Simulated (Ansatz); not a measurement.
Crystal: TiAl.

```
Ti Al
1.0
     3.17906    0.00000    0.00000
     0.00000    3.17906    0.00000
     0.00000    0.00000    3.17906
Ti Al
1 1
Direct
  0.00000 0.00000 0.00000
  0.50000 0.50000 0.50000
```

The cell comes from a database or a generator and needn't be the stable form of this composition.

Base run:

```yaml
Program: Ansatz 0.2.0
Functional: PBE
Potentials_or_basis: Ansatz PAW
Cutoff: "420 eV (not typed: the program's choice for these potentials)"
k_mesh: 8 × 8 × 8
Occupations: gaussian, width 0.016 eV
Spin: no spin polarisation
```

Its results: band gap on the k mesh none (metal or under the smearing width); pressure 0.7 GPa.

Question: The run is repeated on the same cell with these changes: functional from PBE to RPBE; occupations from gaussian, width 0.016 eV to fermi-dirac, width 0.05 eV. What comes out?

Answer: Band gap on the k mesh none (metal or under the smearing width); pressure 3.6 GPa.

Caveats: the PAW data sets come from PBE, with cores solved anew for the run's functional, which leaves a small shift of forces and pressure (some runs).
